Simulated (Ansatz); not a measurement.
# Hg, space group C2/m: a short molecular-dynamics run

Computed with Ansatz 0.2.0, Python API.

The script reads `hg.cif`:
```cif
data_Hg
_cell_length_a 3.414004
_cell_length_b 3.414004
_cell_length_c 3.583097
_cell_angle_alpha 111.54987
_cell_angle_beta 111.54987
_cell_angle_gamma 103.04071
_symmetry_space_group_name_H-M 'P 1'
_symmetry_Int_Tables_number 1
loop_
_symmetry_equiv_pos_as_xyz
'x, y, z'
loop_
_atom_site_label
_atom_site_type_symbol
_atom_site_fract_x
_atom_site_fract_y
_atom_site_fract_z
Hg1 Hg    0.000000    0.000000    0.000000
```

`md_hg.py`
```python
"""Short molecular dynamics of Hg."""

import json

import ansatz
from ase import Atoms
from ase.io import read
from ase.neighborlist import neighbor_list
import numpy as np

SETTINGS = {
    "kspacing": 1.0,
    "smearing": "fermi_dirac",
    "xc": "r2scan",
    "n_steps": 10,
    "temperature_k": 800,
}


def main() -> None:
    atoms = read("hg.cif")
    hg = ansatz.Crystal.from_ase(atoms)

    # a coarse mesh keeps each step cheap
    model = (
        hg.supercell(2, 2, 2).calculation()
        .kpoints(spacing=SETTINGS["kspacing"])
        .basis(39 * ansatz.Ry)
        .pseudopotentials("paw")
        .occupations(SETTINGS["smearing"])
        .functional(SETTINGS["xc"])
        .md("npt_langevin", timestep=2.0, steps=SETTINGS["n_steps"], temperature=SETTINGS["temperature_k"], pressure=5, initial_velocities="maxwell_boltzmann", seed=117)
    )
    outcome = model.run(threads=1, events_out="hg.ndjson")
    with open("hg.ndjson") as stream:
        events = [json.loads(line) for line in stream]
    steps = [e["data"] for e in events if e["event"] == "md_step"]
    rep = outcome.report

    for s in steps[::2]:
        print("%3d %7.1f fs  total %.4f eV  T %6.1f K" % (s["step"], s["time_fs"], s["lagrangian_ev"] + s["e_kin_ev"], s["temperature_k"]))

    temperature = np.array([s["temperature_k"] for s in steps])
    print(f"mean temperature of the second half {temperature[len(steps) // 2 :].mean():.1f} K")

    print("last positions (A) and velocities (A/fs)")
    for site, xyz, vel in zip(outcome.lattice.sites, steps[-1]["positions_ang"], steps[-1]["velocities_ang_fs"]):
        print(f"{site.symbol:2s}", " ".join(f"{v:8.4f}" for v in xyz), " ", " ".join(f"{v:9.5f}" for v in vel))

    symbols = [site.symbol for site in outcome.lattice.sites]
    pairs = np.concatenate([neighbor_list("d", Atoms(symbols, positions=s["positions_ang"], cell=outcome.lattice.cell_ang, pbc=True), 4.5) for s in steps[len(steps) // 2 :]])
    counts, edges = np.histogram(pairs, bins=np.arange(0.5, 4.51, 0.25))
    for low, count in zip(edges, counts / (len(symbols) * len(steps[len(steps) // 2 :]))):
        print(f"{low:4.2f}-{low + 0.25:4.2f} A  {count:6.2f} neighbours an atom")

    with open("trajectory.xyz", "w") as handle:
        for s in steps[::5]:
            handle.write(f"{len(s['positions_ang'])}\nt = {s['time_fs']} fs\n")
            for site, xyz in zip(outcome.lattice.sites, s["positions_ang"]):
                handle.write("{} {:.4f} {:.4f} {:.4f}\n".format(site.symbol, *xyz))


if __name__ == "__main__":
    main()
```

```console
$ python md_hg.py
DeckWarning: md: disabling space-group detection — thermal motion breaks the input geometry's symmetry, so no spatial operation reduces the k-mesh or symmetrises the density; time reversal is kept, so that k and −k are solved as one point where they differ and the mesh holds both, and exact exchange and, on two spinor [...]
  0     0.0 fs  total -110621.3751 eV  T  700.0 K
  2     4.0 fs  total -110621.3246 eV  T  748.6 K
  4     8.0 fs  total -110621.2841 eV  T  789.7 K
  6    12.0 fs  total -110621.1995 eV  T  879.3 K
  8    16.0 fs  total -110621.2734 eV  T  821.0 K
 10    20.0 fs  total -110621.2937 eV  T  818.8 K
mean temperature of the second half 840.1 K
last positions (A) and velocities (A/fs)
Hg   0.0208  -0.0275  -0.0641     0.00137  -0.00194  -0.00348
Hg  -1.2880  -1.6272   2.9132     0.00121   0.00094   0.00118
Hg  -0.7267   3.3859  -0.0013     0.00118   0.00324  -0.00087
Hg  -2.1248   1.6586   2.8289    -0.00355  -0.00096  -0.00211
Hg   3.3727  -0.0454   0.0174    -0.00053  -0.00124   0.00112
Hg   2.0936  -1.6673   2.8434     0.00105  -0.00070  -0.00199
Hg   2.6574   3.2938   0.0348     0.00226  -0.00034   0.00251
Hg   1.3298   1.6486   2.9269     0.00175  -0.00114   0.00219
0.50-0.75 A    0.00 neighbours an atom
0.75-1.00 A    0.00 neighbours an atom
1.00-1.25 A    0.00 neighbours an atom
1.25-1.50 A    0.00 neighbours an atom
1.50-1.75 A    0.00 neighbours an atom
1.75-2.00 A    0.00 neighbours an atom
2.00-2.25 A    0.00 neighbours an atom
2.25-2.50 A    0.00 neighbours an atom
2.50-2.75 A    0.00 neighbours an atom
2.75-3.00 A    0.00 neighbours an atom
3.00-3.25 A    0.00 neighbours an atom
3.25-3.50 A    4.29 neighbours an atom
3.50-3.75 A    3.71 neighbours an atom
3.75-4.00 A    3.92 neighbours an atom
4.00-4.25 A    1.67 neighbours an atom
4.25-4.50 A    0.42 neighbours an atom
```
(Warnings from the package without file and line, shortened.)

`trajectory.xyz`, as written:
```text
8
t = 0.0 fs
Hg 0.0000 0.0000 0.0000
Hg -1.3161 -1.6558 2.8922
Hg -0.7703 3.3260 0.0000
Hg -2.0865 1.6702 2.8922
Hg 3.4140 0.0000 0.0000
Hg 2.0979 -1.6558 2.8922
Hg 2.6437 3.3260 0.0000
Hg 1.3275 1.6702 2.8922
8
t = 10.0 fs
Hg 0.0077 -0.0124 -0.0289
Hg -1.3066 -1.6454 2.9108
Hg -0.7502 3.3643 -0.0005
Hg -2.1058 1.6738 2.8655
Hg 3.3962 -0.0282 0.0064
Hg 2.0953 -1.6613 2.8772
Hg 2.6545 3.3162 0.0166
Hg 1.3275 1.6660 2.9177
8
t = 20.0 fs
Hg 0.0208 -0.0275 -0.0641
Hg -1.2880 -1.6272 2.9132
Hg -0.7267 3.3859 -0.0013
Hg -2.1248 1.6586 2.8289
Hg 3.3727 -0.0454 0.0174
Hg 2.0936 -1.6673 2.8434
Hg 2.6574 3.2938 0.0348
Hg 1.3298 1.6486 2.9269
```

Reading the output:
- Absolute energies stand on the zero of these potentials, so only differences at equal settings mean something. A total without «per atom» is that of the whole cell that was run.
- Within a few hundredths of an angstrom the cell has the higher group Fmmm; the lower one is a small distortion.
- Spin-orbit coupling, which matters for elements this heavy, is left out.
- This isn't the structure that Hg takes at ambient conditions.
- A small cell, a coarse mesh and a very short run: it shows the set-up and gives no equilibrium averages.
- Finished in 6 min on 1 thread of Arm Neoverse V2 (shared host), peak memory 1.6 GiB.
